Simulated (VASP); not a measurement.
Input of a VASP 6.6.1 run:

INCAR

```
SYSTEM = Zn
PREC = Accurate
ENCUT = 520
EDIFF = 1E-6
ISMEAR = -1
SIGMA = 0.1
LREAL = .FALSE.
LASPH = .TRUE.
NELM = 100
ALGO = Normal
ISIF = 2
LWAVE = .FALSE.
LCHARG = .TRUE.
GGA = PS
LELF = .TRUE.
LVHAR = .TRUE.
NBANDS = 12
```

Contents of KPOINTS:

```
regular mesh
0
G
  14 14 14
  0 0 0
```

POSCAR

```
Zn
1.0
    2.4566295614      0.0000000000      0.0000000000
    0.0000000000      2.4566295614      0.0000000000
    0.0000000000      0.0000000000      2.4566295614
Zn
1
Direct
    0.0000000000      0.0000000000      0.0000000000
```

Potentials or basis: VASP PAW PBE potentials, release 64 (Zn).

Run with:

```console
$ cat potpaw_PBE.64/Zn/POTCAR > POTCAR
$ mpirun -np 1 vasp_std > vasp.out
```

**Question.** Predict the pressure.

**Answer.** 11.8 GPa.

**Question.** Estimate the band gap on the k mesh.

**Answer.** None (metal or under the smearing width).

Caveat: the PAW data sets were made with another functional, which shifts forces and pressure a little.
